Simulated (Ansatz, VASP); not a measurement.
# Bi in VASP and in Ansatz

INCAR

```
PREC = Accurate
ENCUT = 520
EDIFF = 1E-6
ISMEAR = -1
SIGMA = 0.1
LREAL = F
LASPH = T
NELM = 60
ALGO = Normal
ISIF = 2
LWAVE = F
LCHARG = F
NBANDS = 14
```

File KPOINTS:

```
Automatic mesh
0
Gamma
  13 13 13
```

Contents of POSCAR:

```
Bi
1.0
   -1.9948339514      1.9948339514      1.9948339514
    1.9948339514     -1.9948339514      1.9948339514
    1.9948339514      1.9948339514     -1.9948339514
Bi
1
Direct
    0.0000000000      0.0000000000      0.0000000000
```

Input for Ansatz:

```yaml
crystal:
  lattice:
    - [-1.9948339514, 1.9948339514, 1.9948339514]
    - [1.9948339514, -1.9948339514, 1.9948339514]
    - [1.9948339514, 1.9948339514, -1.9948339514]
  atoms:
    - { symbol: Bi, position: [0.0, 0.0, 0.0] }
hamiltonian:
  xc: lda
  pseudopotentials:
    kind: paw
    azcp:
      Bi: "pseudopotentials/Bi.paw.azcp"
basis:
  ecutwfc: 420
  fft_grid_basis: typed
kpoints:
  mp_grid: { grid: [13, 13, 13], shift: [0, 0, 0] }
magnetization:
  spin_polarized: false
scf:
  occupations: { method: fermi_dirac, width: 0.1 }
  lower_state_search: "off"
output:
  stress: true
```

Alike in both runs: task single point; functional LDA; k mesh 13 × 13 × 13; occupations fermi-dirac, width 0.1 eV; no spin polarisation.

|  | VASP | Ansatz |
| --- | --- | --- |
| version | VASP 6.6.1 | Ansatz 0.2.0 |
| potentials or method | VASP PAW LDA potentials, release 64 (Bi_d) | plane waves (420 eV) with PAW, scalar-relativistic |
| plane-wave cutoff (eV) | 520 | 420 |
| valence electrons in the cell | 15 | 15 |

|  | VASP | Ansatz | Ansatz less VASP |
| --- | --- | --- | --- |
| pressure (GPa) | -4.1 | -4.1 | -0.05 |

Ansatz warned: «pseudo_functional_mismatch».
